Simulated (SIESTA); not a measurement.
Runs of SIESTA 5.4.2 on HfN. The structure is cubic, space group Fm-3m (No. 225). The conventional cell has a = 4.512 Å, b = 4.512 Å, c = 4.512 Å, α = 90.00°, β = 90.00°, γ = 90.00°. Hf (site symmetry m-3m) is surrounded by 6 N at 2.26 Å. N (site symmetry m-3m) has 6 Hf at 2.26 Å as nearest neighbours. 

```csv
task,level,potentials or basis,cell,k mesh,optimiser,force tolerance,stress tolerance (GPa),energy shift,gap on the mesh (eV),pressure (GPa),V0 of scaled cells (Å³/atom),relaxed volume (Å³/atom),B0 (GPa)
relaxation of cell and atoms,OLYP,"PseudoDojo 0.4 standard (PBE files), SZP (energy shift 0.002 Ry)",relaxed,8 × 8 × 8,Broyden,0.01 eV/Å,0.05,0.002 Ry,none,0.0,-,11.74,-
electrostatic potential,PBEJsJrLO,"Ansatz (PBE files), TZP (energy shift 0.01 Ry)",as given,10 × 10 × 10,-,-,-,0.01 Ry,none,(b),-,-,-
equation of state,PBEsol,"PseudoDojo 0.4 standard (PBEsol files), DZP (energy shift 0.003 Ry; two zetas on semicore shells)",as given,10 × 10 × 10,-,-,-,0.003 Ry,-,-,11.53,-,(a)
equation of state,PBE,"PseudoDojo 0.4 standard (PBE files), DZP (energy shift 0.002 Ry)",as given,10 × 10 × 10,-,-,-,0.002 Ry,-,-,11.93,-,277
relaxation of cell and atoms,AM05,"PseudoDojo 0.4 standard (PBEsol files), DZP (energy shift 0.002 Ry)",relaxed,10 × 10 × 10,-,0.01 eV/Å,-,0.002 Ry,none,0.0,-,11.55,-
```

Alike in all rows: no spin polarisation; smearing fermi-dirac 0.05 eV; grid cutoff 800 Ry.

Fill in the values left out.

(a) 289; (b) 1.7.

Caveats: the basis of atomic orbitals isn't converged, which shifts pressures, moduli and gaps; the potentials were made for another functional, which shifts forces and pressure (some runs); semicore shells carry a single zeta, which can move pressures by several GPa and volumes by a few percent (some runs); short orbitals over semicore shells can move pressures by several GPa (some runs).

A k mesh can miss the band edges, and the runs leave out spin-orbit coupling on Hf.

A gap of «none» marks a metal or a gap under the smearing width.

Not every run made on this cell is shown here.
